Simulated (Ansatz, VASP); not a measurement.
# MgS (Niningerite): VASP beside Ansatz

INCAR

```
SYSTEM = MgS
PREC = Accurate
ENCUT = 900
EDIFF = 1E-7
ISMEAR = -1
SIGMA = 0.05
LREAL = .False.
LASPH = .True.
NELM = 80
ALGO = Fast
ISIF = 3
LWAVE = .False.
LCHARG = .False.
GGA = PE
IBRION = 2
NSW = 40
EDIFFG = -0.01
```

File KPOINTS:

```
regular mesh
0
Gamma
  9 9 9
  0 0 0
```

The input POSCAR:

```
MgS
1.0
    0.0000000000      2.6016500000      2.6016500000
    2.6016500000      0.0000000000      2.6016500000
    2.6016500000      2.6016500000      0.0000000000
S Mg
1 1
Direct
    0.5000000000      0.5000000000      0.5000000000
    0.0000000000      0.0000000000      0.0000000000
```

Contents of input.yaml:

```yaml
crystal:
  lattice:
    - [0.0, 2.60165, 2.60165]
    - [2.60165, 0.0, 2.60165]
    - [2.60165, 2.60165, 0.0]
  atoms:
    - { symbol: S, position: [0.5, 0.5, 0.5] }
    - { symbol: Mg, position: [0.0, 0.0, 0.0] }
hamiltonian:
  xc: pbe
  pseudopotentials: { kind: paw }
kpoints:
  mp_grid: { grid: [9, 9, 9] }
scf:
  occupations: { method: fermi_dirac, width: 0.05 }
output:
  forces: true
  stress: true
  eigenvalues: true
relax:
  f_tol: 0.01
  max_steps: 40
  cell: { stress_tol: 0.05 }
```

Alike in both runs: task relaxation of cell and atoms; functional PBE; k mesh 9 × 9 × 9; occupations fermi-dirac, width 0.05 eV; no spin polarisation.

```csv
,VASP,Ansatz
version,VASP 6.6.1,Ansatz 0.2.0
potentials or method,"VASP PAW PBE potentials, release 64 (S, Mg)",Ansatz PAW
plane-wave cutoff (eV),900,420
valence electrons in the cell,8,16
```

```tsv
	VASP	Ansatz	Ansatz less VASP
gap on the k mesh at the Fermi level, each at its own relaxed structure (eV)	2.88	2.89	+0.006
relaxed volume (Å³/atom)	17.81	17.88	+0.066
relaxed cell length with the largest relative difference (Å)	3.693	3.698	+0.0046
```

The two sets of potentials don't hold the same shells in valence.

Caveats: an odd mesh through Γ misses points on the zone boundary, where band edges often lie (VASP); odd divisions of the mesh miss points on the zone boundary, where band edges often lie, so the gap on the mesh can be too wide (Ansatz); the plane-wave basis is chosen anew once the cell has moved, so the energies of steps on either side of that aren't comparable (Ansatz). Zero-point motion and thermal expansion aren't in these numbers.
